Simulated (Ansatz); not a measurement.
**Two Ansatz runs on Ca**

Structure from Materials Project entry mp-45 (possibly hypothetical), not relaxed further. The listed cell was then made from it by scaling, straining or moving an atom.

First run: DFT, r2SCAN, PAW with Ansatz's default frozen-core files, scalar-relativistic (Ansatz 0.2.0).

Command: `ansatz run input.yaml --threads 1 --pin off --max-ram 2048MiB --backend cpu --events-out ev --progress --plain --runs-dir out` The run took 3 s on 1 thread of Intel(R) Xeon(R) 6975P-C (Granite Rapids), on a shared host, peak memory 0.5 GiB.

```yaml
crystal:
  lattice:
    - [0.0, 2.8430964882, 2.8430964882]
    - [2.8430964882, 0.0, 2.8430964882]
    - [2.8430964882, 2.8430964882, 0.0]
  atoms:
    - { symbol: Ca, position: [0.0, 0.0, 0.0] }
kpoints:
  mp_grid: { grid: [13, 13, 13] }
scf:
  occupations: { method: fermi_dirac, width: 0.05 }
hamiltonian:
  xc: r2scan
  pseudopotentials: { kind: paw }
output:
  forces: true
  stress: true
  eigenvalues: true
  efg: { contact_densities: true }
```

Result: converged; pressure -1.03 GPa; no gap on the k mesh; 6 SCF iterations.

The input is then changed:

```diff
@@ -7,5 +7,5 @@
     - { symbol: Ca, position: [0.0, 0.0, 0.0] }
 kpoints:
-  mp_grid: { grid: [13, 13, 13] }
+  mp_grid: { grid: [6, 6, 6] }
 scf:
   occupations: { method: fermi_dirac, width: 0.05 }
@@ -13,4 +13,5 @@
   xc: r2scan
   pseudopotentials: { kind: paw }
+  dispersion: d4
 output:
   forces: true
```

Q: What does the second run give?

A: It converged; pressure -1.25 GPa; no gap on the k mesh; 6 SCF iterations. Some of these settings are too coarse for converged properties.
